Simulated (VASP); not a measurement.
Here is a VASP 6.6.1 calculation.

File INCAR:

```
  ALGO = Normal
  EDIFF = 1E-6
  ENCUT = 520
  GGA = PE
  ISIF = 2
  ISMEAR = 0
  LASPH = T
  LCHARG = F
  LREAL = F
  LWAVE = F
  NBANDS = 28
  NELM = 60
  PREC = Accurate
  SIGMA = 0.033
```

Contents of KPOINTS:

```
k-points
0
Gamma
  2 2 1
```

File POSCAR:

```
MgSn2N2
1.0
    3.3605490000      0.0000000000      0.0000000000
    0.0000000000      3.3605490000      0.0000000000
    0.0000000000      0.0000000000      8.1883940000
Mg Sn N
1 2 2
Direct
    0.5000000000      0.5000000000      0.0000000000
    0.0000000000      0.0000000000      0.6960968445
    0.0000000000      0.0000000000      0.3039031555
    0.0000000000      0.5000000000      0.1479545535
    0.5000000000      0.0000000000      0.8520454465
```

Potentials or basis: VASP PAW PBE potentials, release 64 (Mg, Sn_d, N).

Launch:

```bash
$ cat potpaw_PBE.64/Mg/POTCAR potpaw_PBE.64/Sn_d/POTCAR potpaw_PBE.64/N/POTCAR > POTCAR
$ mpirun -np 1 vasp_std > vasp.out
```

Problem. Estimate the largest force.

Solution. 0.031 eV/Å.

Problem. Predict the band gap on the k mesh.

Solution. None (metal or under the smearing width).

Problem. What does it give for the pressure?

Solution. 4.1 GPa.

Stress tensor (GPa, compression positive):
```
 7.54  0.00  0.00
 0.00  7.54  0.00
 0.00  0.00 -2.82
```

Caveat: the k mesh is coarse (spacing up to 0.93 Å⁻¹), so the values aren't converged.
